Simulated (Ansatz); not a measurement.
## Iridium (hcp) across density functionals

All rows: Ansatz, plane waves with scalar-relativistic PAW, 420 eV (500 eV for the SCAN forms), relaxed under each functional, no dispersion correction, no zero-point motion. B₀ comes from uniform scaling at fixed shape; a dash is a value not given.

```json
{"functional": "PBE", "V (Å³/atom)": "14.57", "cell": "a = 2.746 Å, c = 4.462 Å (c/a = 1.625)", "B₀ (GPa)": "344", "magnetic state": "non-magnetic", "ΔE to fcc (meV/atom)": "79"}
{"functional": "r²SCAN", "V (Å³/atom)": "14.27", "cell": "a = 2.727 Å, c = 4.431 Å (c/a = 1.625)", "B₀ (GPa)": "373", "magnetic state": "non-magnetic", "ΔE to fcc (meV/atom)": "94"}
{"functional": "PBEsol", "V (Å³/atom)": "14.13", "cell": "a = 2.719 Å, c = 4.413 Å (c/a = 1.623)", "B₀ (GPa)": "383", "magnetic state": "spin not included", "ΔE to fcc (meV/atom)": "83"}
{"functional": "LDA", "V (Å³/atom)": "13.92", "cell": "a = 2.705 Å, c = 4.391 Å (c/a = 1.623)", "B₀ (GPa)": "401", "magnetic state": "spin not included", "ΔE to fcc (meV/atom)": "84"}
{"functional": "revPBE", "V (Å³/atom)": "14.71", "cell": "a = 2.757 Å, c = 4.470 Å (c/a = 1.622)", "B₀ (GPa)": "332", "magnetic state": "spin not included", "ΔE to fcc (meV/atom)": "78"}
{"functional": "RPBE", "V (Å³/atom)": "14.76", "cell": "a = 2.760 Å, c = 4.475 Å (c/a = 1.622)", "B₀ (GPa)": "327", "magnetic state": "spin not included", "ΔE to fcc (meV/atom)": "77"}
{"functional": "BLYP", "V (Å³/atom)": "15.34", "cell": "a = 2.796 Å, c = 4.530 Å (c/a = 1.620)", "B₀ (GPa)": "290", "magnetic state": "spin not included", "ΔE to fcc (meV/atom)": "67"}
```

LDA gives the smallest volume and BLYP the largest.
